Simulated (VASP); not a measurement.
## W: single point with PBE

W, a slab with vacuum:

```
W
1.0
     2.85459    0.00000    0.00000
    -1.42730    2.47215    0.00000
     0.00000    0.00000   18.66153
W
3
Direct
  0.66667 0.33333 0.37510
  0.33333 0.66667 0.50096
  0.00000 0.00000 0.62680
```

The cell isn't the ideal one: clean slab, lower half held.

* Program: VASP 6.6.1
* Task: single point
* Functional: PBE
* Potentials or basis: VASP PAW PBE potentials, release 64 (W_sv)
* Cutoff: 520 eV
* k mesh: 12 × 12 × 1
* Occupations: gaussian, width 0.1 eV
* Spin: no spin polarisation

```
Largest force                   : 0.023 eV/Å
Band gap on the k mesh          : none (metal or under the smearing width)
Work function of the upper face : 4.91 eV
Work function of the lower face : 4.93 eV
```

Forces on the atoms (eV/Å):
```
W    0.000  0.000 -0.023
W    0.000  0.000  0.000
W    0.000  0.000  0.023
```

Levels at points of the mesh, in eV from the Fermi level:
| k point | band 18 | band 19 | band 20 | band 21 | band 22 | band 23 | band 24 | band 25 |
| --- | --- | --- | --- | --- | --- | --- | --- | --- |
| (0.00, 0.00, 0.00) | -0.59 | -0.59 | -0.45 | -0.19 | -0.19 | 0.06 | 0.06 | 0.48 |
| (0.50, 0.00, 0.00) | -1.40 | -0.47 | -0.13 | 0.79 | 1.71 | 1.88 | 2.81 | 3.88 |

Wall time 3.9 min on 1 thread of AMD EPYC 7R43 64-Core Processor (Zen 3) (shared host), peak memory 0.24 GiB.

The run has no spin-orbit coupling, so splittings on W are missing.
